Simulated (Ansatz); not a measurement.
The structure below was relaxed with PBEsol, PAW, 420 eV (Ansatz, a first-principles code; scalar-relativistic without spin-orbit coupling), at pressure 0.7 GPa.

Space group Fm-3m (No. 225); a = b = c = 5.7399 Å, α = β = γ = 90.00°

```csv
atom,site,symmetry,x,y,z
Sr,4a,m-3m,0.0000,0.0000,0.0000
F,8c,-43m,0.2500,0.2500,0.2500
```

Write out a cell with all atoms.


```xyz
12
Lattice="5.7399 0.0000 0.0000 0.0000 5.7399 0.0000 0.0000 0.0000 5.7399" Properties=species:S:1:pos:R:3 pbc="T T T"
Sr     0.0000     0.0000     0.0000
F      1.4350     4.3050     4.3050
F      1.4350     1.4350     4.3050
Sr     0.0000     2.8700     2.8700
F      1.4350     1.4350     1.4350
F      1.4350     4.3050     1.4350
Sr     2.8700     0.0000     2.8700
F      4.3050     4.3050     1.4350
F      4.3050     1.4350     1.4350
Sr     2.8700     2.8700     0.0000
F      4.3050     1.4350     4.3050
F      4.3050     4.3050     4.3050
```
This is the conventional cell.

Load acts through the strain it causes; cell and atoms are relaxed under it. Whether these cells are dynamically stable was not tested. The cell was made from SrF2 in the fluorite structure (space group Fm-3m, No. 225) by this change: pressure 0.7 GPa.
